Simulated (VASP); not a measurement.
Crystal: TiO2 (Rutile).

```xyz
6
Lattice="4.5922 0.0000 0.0000 0.0000 4.5922 0.0000 0.0000 0.0000 2.9574" Properties=species:S:1:pos:R:3 pbc="T T T"
Ti    0.0000    0.0000    0.0000
Ti    2.2961    2.2961    1.4787
O     1.4004    1.4004    0.0000
O     0.8957    3.6965    1.4787
O     3.1918    3.1918    0.0000
O     3.6965    0.8957    1.4787
```

Program: VASP 6.6.1. Alike in all runs: task single point; no spin polarisation; cell as given; cutoff (eV) 520; smearing fermi-dirac 0.02 eV.

Question: Order these runs on this cell by their pressure, lowest first.
A. level PBE; potentials or basis VASP PAW PBE potentials, release 64 (Ti_sv, O); k mesh 5 × 5 × 8
B. level r2SCAN; potentials or basis VASP PAW PBE potentials, release 64 (Ti_sv, O); k mesh 5 × 5 × 8
C. level LDA; potentials or basis VASP PAW LDA potentials, release 64 (Ti_sv, O); k mesh 5 × 5 × 8
D. level HSE06; potentials or basis VASP PAW PBE potentials, release 64 (Ti_sv, O); k mesh 4 × 4 × 6; grid for exact exchange (PRECFOCK) Fast; screening parameter 0.2 1/A

Answer: C (-6.8 GPa), D (-2.0 GPa), B (1.5 GPa), A (6.1 GPa).

Caveats: the PAW data sets were made with another functional, which shifts forces and pressure a little (some runs).

Not every run made on this cell is shown here.
